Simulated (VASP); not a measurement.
A run of VASP 6.6.1 is set up as follows.

File INCAR:

```
SYSTEM = GaN
PREC = Accurate
ENCUT = 520
EDIFF = 1E-7
ISMEAR = 0
SIGMA = 0.02
LREAL = .FALSE.
LASPH = .TRUE.
NELM = 100
ALGO = Normal
ISIF = 2
LWAVE = .FALSE.
LCHARG = .FALSE.
GGA = PS
IBRION = 2
NSW = 80
EDIFFG = -0.002
```

KPOINTS

```
regular mesh
0
G
  12 12 6
  0 0 0
```

Contents of POSCAR:

```
GaN                                     
1.0
    3.2022978769      0.0000000000      0.0000000000
   -1.6011489385      2.7732713078      0.0000000000
    0.0000000000      0.0000000000      5.2182312880
  Ga              N             
     2     2
Direct
     0.3333333300000021    0.6666666699999979    0.9992047792143666
     0.6666666699999979    0.3333333300000021    0.4992047792143666
     0.3333333300000021    0.6666666699999979    0.3757952207856334
     0.6666666699999979    0.3333333300000021    0.8757952207856334
```

Potentials or basis: VASP PAW PBE potentials, release 64 (Ga_d, N).

Launch:

```bash
$ cat potpaw_PBE.64/Ga_d/POTCAR potpaw_PBE.64/N/POTCAR > POTCAR
$ mpirun -np 1 vasp_std > vasp.out
```

Task: Estimate the energy gained by relaxing.

Result: 0.0 meV/atom.

Task: Predict the band gap on the k mesh.

Result: 1.77 eV, direct.

Final structure:
```cif
data_structure
_symmetry_space_group_name_H-M 'P 1'
_symmetry_Int_Tables_number 1
_cell_length_a 3.2023
_cell_length_b 3.2023
_cell_length_c 5.2182
_cell_angle_alpha 90.000
_cell_angle_beta 90.000
_cell_angle_gamma 120.000
_cell_volume 46.34
loop_
_atom_site_label
_atom_site_type_symbol
_atom_site_fract_x
_atom_site_fract_y
_atom_site_fract_z
_atom_site_occupancy
Ga1 Ga 0.33333 0.66667 0.99917 1
Ga2 Ga 0.66667 0.33333 0.49917 1
N1 N 0.33333 0.66667 0.37583 1
N2 N 0.66667 0.33333 0.87583 1
```
